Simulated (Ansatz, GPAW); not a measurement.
W: 3 runs at one level of theory

```
CELL_PARAMETERS angstrom
-1.58234 1.58234 1.58234
1.58234 -1.58234 1.58234
1.58234 1.58234 -1.58234
ATOMIC_POSITIONS crystal
W 0.00000 0.00000 0.00000
```

Alike in all runs: task single point; functional PBE; k mesh 12 × 12 × 12; occupations gaussian, width 0.017 eV; no spin polarisation; no spin-orbit coupling. Pressure is positive in compression and, in plane waves, holds the error of the finite cutoff, which Ansatz's Pulay term estimates and takes out.

```tsv
program and potentials	plane-wave cutoff (eV)	notes	band gap (eV)	pressure (GPa)
Ansatz, Ansatz PAW	420	Pulay term of +0.08 GPa included	no gap	6.04
GPAW, GPAW PAW data sets (gpaw-data 1.2.1)	600	-	no gap	5.84
Ansatz, all-electron LAPW, scalar-relativistic	-	-	?	?
```

**Question.** Estimate from the other rows what the run with Ansatz, all-electron LAPW, scalar-relativistic gave.

**Answer.** No band gap; pressure 6.11 GPa. The other rows, which needn't bracket it: pressure 5.84 to 6.04.
